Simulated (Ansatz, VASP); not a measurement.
## BiTe: VASP beside Ansatz

```
Bi Te
1.0
     0.00000    3.25119    3.25119
     3.25119    0.00000    3.25119
     3.25119    3.25119    0.00000
Bi Te
1 1
Cartesian
  0.1984 0.1323 0.0000
  2.9262 3.0345 3.2512
```

Change from the starting cell: mode 4 frozen in at -0.325 Å and mode 5 at -0.217 Å (largest displacements).

Alike in both runs: task single point; functional PBE; k mesh 12 × 12 × 12; occupations gaussian, width 0.15 eV; no spin polarisation.

|  | VASP | Ansatz |
| --- | --- | --- |
| version | VASP 6.6.1 | Ansatz 0.2.0 |
| potentials or method | VASP PAW PBE potentials, release 64 (Bi_d, Te) | scalar-relativistic, plane waves, PAW |
| plane-wave cutoff (eV) | 520 | 420 |
| valence electrons in the cell | 21 | 31 |

|  | VASP | Ansatz | Ansatz less VASP |
| --- | --- | --- | --- |
| gap on the k mesh at the Fermi level (eV) | none | none | - |
| pressure (GPa) | 6.3 | 6.4 | +0.02 |
| largest component of the traceless stress (GPa) | 4.32 | 4.27 | -0.051 |
| rms of the force components (eV/Å) | 1.087 | 1.082 | -0.0056 |

Atom by atom the forces differ by 0.006 eV/Å (rms over components). A gap of «none» marks a metal or a gap that the smearing closes. The functional is the same, so the differences come from potentials, cutoffs and numerics. The two sets of potentials don't hold the same shells in valence.

Caveats: spin-orbit coupling is left out, which moves the levels of the heavy elements; forces of over 1 eV/Å show positions far from the minimum, so gaps and moduli don't describe the material at rest.
